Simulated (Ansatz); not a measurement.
# (001) superlattice of 2 and 4 atomic planes of perovskite KTaO3 and KNbO3, in-plane a of KNbO3, 15 atoms

A calculation with Ansatz 0.2.0 (PAW, plane waves); the settings stand in the input.

Input:

```yaml
crystal:
  lattice:
    - [3.986480, 0.000000, 0.000000]
    - [0.000000, 3.986480, 0.000000]
    - [0.000000, 0.000000, 11.957618]
  atoms:
    - { symbol: K, position: [0.014289, 0.021895, 0.011614] }
    - { symbol: K, position: [0.017969, 0.962722, 0.333945] }
    - { symbol: K, position: [0.972116, 0.976243, 0.669898] }
    - { symbol: Ta, position: [0.483175, 0.494994, 0.167438] }
    - { symbol: Nb, position: [0.482048, 0.468701, 0.499333] }
    - { symbol: Nb, position: [0.504429, 0.486711, 0.834690] }
    - { symbol: O, position: [0.490683, 0.485020, 0.002821] }
    - { symbol: O, position: [0.539933, 0.480664, 0.323163] }
    - { symbol: O, position: [0.517944, 0.491958, 0.661271] }
    - { symbol: O, position: [0.017342, 0.488183, 0.172034] }
    - { symbol: O, position: [0.999407, 0.512201, 0.506590] }
    - { symbol: O, position: [0.996428, 0.499217, 0.825105] }
    - { symbol: O, position: [0.536883, 0.983795, 0.163814] }
    - { symbol: O, position: [0.510287, 0.989930, 0.500486] }
    - { symbol: O, position: [0.514028, 0.995071, 0.820857] }
kpoints:
  mp_grid: { grid: [4, 4, 1] }
hamiltonian:
  xc: pbesol
scf:
  occupations: { method: fermi_dirac, width: 0.01 }
  max_iter: 90
  convergence: { dr2_threshold: 1e-03 }
  mixing: { algorithm: linear }
output:
  forces: true
  eigenvalues: true
  stress: true
```

Launch command:

```sh
ansatz run in.yaml --threads 7 --pin off --max-ram 13300MiB --runs-dir r --events-out ev --progress --plain
```

The output:

```
Error: YAML parse error: error: line 30 column 24: unknown variant `linear`, expected one of auto, anderson, broyden, msr1
  --> <input>:30:24
   |
28 |   max_iter: 90
29 |   convergence: { dr2_threshold: 1e-03 }
30 |   mixing: { algorithm: linear }
   |                        ^ unknown variant `linear`, expected one of auto, anderson, broyden, msr1
31 | output:
32 |   forces: true
   |
```

The program refused the input.
